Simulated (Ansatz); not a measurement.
Geometry optimisation in Ansatz: input, command and trajectory.

```yaml
crystal:
  lattice:
    - [3.8231269852, 0.0, 0.0]
    - [-1.9115634926, 3.3109250911, 0.0]
    - [0.0, 0.0, 6.3270526215]
  atoms:
    - { symbol: Si, position: [0.6666666667, 0.3333333333, 0.8742942448] }
    - { symbol: Si, position: [0.3333333333, 0.6666666667, 0.3742942448] }
    - { symbol: Ge, position: [0.6666666667, 0.3333333333, 0.5007047552] }
    - { symbol: Ge, position: [0.3333333333, 0.6666666667, 0.0007047552] }
basis:
  ecutwfc: 500
kpoints:
  mp_grid: { grid: [12, 12, 4] }
hamiltonian:
  xc: r2scan
scf:
  occupations: { method: gaussian, width: 0.02 }
output:
  forces: true
  stress: true
  eigenvalues: true
relax:
  adjacent_minimum: "off"
  f_tol: 0.01
  max_steps: 30
  cell: { stress_tol: 0.1, fix: [volume] }
```

```bash
ansatz run input.yaml --threads 1 --pin off --max-ram 2560MiB --backend cpu --events-out ev --progress --plain --runs-dir out
```

These are results of Ansatz, DFT r2SCAN, scalar-relativistic, plane waves, PAW, not measurements.

The volume is held at 0.94 times that of the relaxed cell.

Of 3 frames 3 are shown, positions in Å and forces in eV/Å; the SCF threshold varies from step to step. Steps run on the plane waves of an earlier cell, with a Pulay correction in the pressure. The basis is chosen afresh for the last frame, the zero of the energies, and at times for earlier ones too; energy and pressure step there, also at an unchanged geometry.

```xyz
4
Lattice="3.8231 0.0000 0.0000 -1.9116 3.3109 0.0000 0.0000 0.0000 6.3271" Properties=species:S:1:pos:R:3:forces:R:3 pbc="T T T" step=1 free_energy_over_end_meV_per_atom=0.00 pressure_GPa=5.98
Si    1.9116    1.1036    5.5317    0.0000    0.0000   -0.0109
Si    0.0000    2.2073    2.3682    0.0000    0.0000   -0.0109
Ge    1.9116    1.1036    3.1680    0.0000    0.0000    0.0109
Ge    0.0000    2.2073    0.0045    0.0000    0.0000    0.0109
4
Lattice="3.8230 0.0000 0.0000 -1.9115 3.3108 0.0000 0.0000 0.0000 6.3275" Properties=species:S:1:pos:R:3:forces:R:3 pbc="T T T" step=2 free_energy_over_end_meV_per_atom=0.00 pressure_GPa=5.97
Si    1.9115    1.1036    5.5317    0.0000    0.0000   -0.0014
Si    0.0000    2.2072    2.3680    0.0000    0.0000   -0.0014
Ge    1.9115    1.1036    3.1686    0.0000    0.0000    0.0014
Ge    0.0000    2.2072    0.0048    0.0000    0.0000    0.0014
4
Lattice="3.8230 0.0000 0.0000 -1.9115 3.3108 0.0000 0.0000 0.0000 6.3275" Properties=species:S:1:pos:R:3:forces:R:3 pbc="T T T" step=3 free_energy_over_end_meV_per_atom=0.00 pressure_GPa=5.97
Si    1.9115    1.1036    5.5317    0.0000    0.0000   -0.0014
Si    0.0000    2.2072    2.3680    0.0000    0.0000   -0.0014
Ge    1.9115    1.1036    3.1686    0.0000    0.0000    0.0014
Ge    0.0000    2.2072    0.0048    0.0000    0.0000    0.0014
```

Time: 68 s on 1 thread of Arm Neoverse V2 (shared host), peak memory 0.54 GiB.